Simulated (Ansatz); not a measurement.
Germanium (bcc) across density functionals

All rows: Ansatz, plane waves with scalar-relativistic PAW, 420 eV (500 eV for the SCAN forms), relaxed under each functional, no dispersion correction, no zero-point motion. B₀ comes from uniform scaling at fixed shape; a dash is a value not given.

```json
{"functional": "PBE", "V (Å³/atom)": "19.33", "cell": "a = 3.382 Å", "B₀ (GPa)": "63", "magnetic state": "spin not included", "ΔE to diamond (meV/atom)": "335"}
{"functional": "r²SCAN", "V (Å³/atom)": "18.76", "cell": "a = 3.348 Å", "B₀ (GPa)": "-", "magnetic state": "spin not included", "ΔE to diamond (meV/atom)": "579"}
{"functional": "PBEsol", "V (Å³/atom)": "18.32", "cell": "a = 3.322 Å", "B₀ (GPa)": "75", "magnetic state": "spin not included", "ΔE to diamond (meV/atom)": "273"}
{"functional": "LDA", "V (Å³/atom)": "17.91", "cell": "a = 3.297 Å", "B₀ (GPa)": "79", "magnetic state": "spin not included", "ΔE to diamond (meV/atom)": "307"}
{"functional": "revPBE", "V (Å³/atom)": "19.69", "cell": "a = 3.402 Å", "B₀ (GPa)": "59", "magnetic state": "spin not included", "ΔE to diamond (meV/atom)": "354"}
{"functional": "RPBE", "V (Å³/atom)": "19.83", "cell": "a = 3.411 Å", "B₀ (GPa)": "58", "magnetic state": "spin not included", "ΔE to diamond (meV/atom)": "362"}
{"functional": "BLYP", "V (Å³/atom)": "21.55", "cell": "a = 3.506 Å", "B₀ (GPa)": "48", "magnetic state": "spin not included", "ΔE to diamond (meV/atom)": "522"}
```

LDA gives the smallest volume and BLYP the largest.
